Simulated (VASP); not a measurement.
Runs of VASP 6.6.1 on Cu2O. The structure is cubic, space group Pn-3m (No. 224). Conventional cell: a = 4.260 Å, b = 4.260 Å, c = 4.260 Å, α = 90.00°, β = 90.00°, γ = 90.00°. Cu (site symmetry -3m) has 2 O at 1.84 Å as nearest neighbours. O (site symmetry -43m) has 4 Cu at 1.84 Å as nearest neighbours. 

```csv
task,cell,gap on the mesh (eV),pressure (GPa)
single point,a relaxed cell with its volume scaled by 0.97,0.50,(a)
single point,a relaxed cell with its volume scaled by 1.09,0.28,-8.7
relaxation of cell and atoms,relaxed,0.44,-1.5
single point,a relaxed cell with its volume scaled by 0.94,0.57,(b)
single point,"Pn-3m, 13.5 Å³/atom",0.44,-1.4
```

Alike in all rows: level PBE; potentials or basis VASP PAW PBE potentials, release 64 (Cu, O); no spin polarisation; k mesh 8 × 8 × 8; cutoff (eV) 520; smearing gaussian 0.02 eV.

Task: Fill in the values left out.

Result: (a) 2.0; (b) 6.1.

A k mesh can miss the band edges.
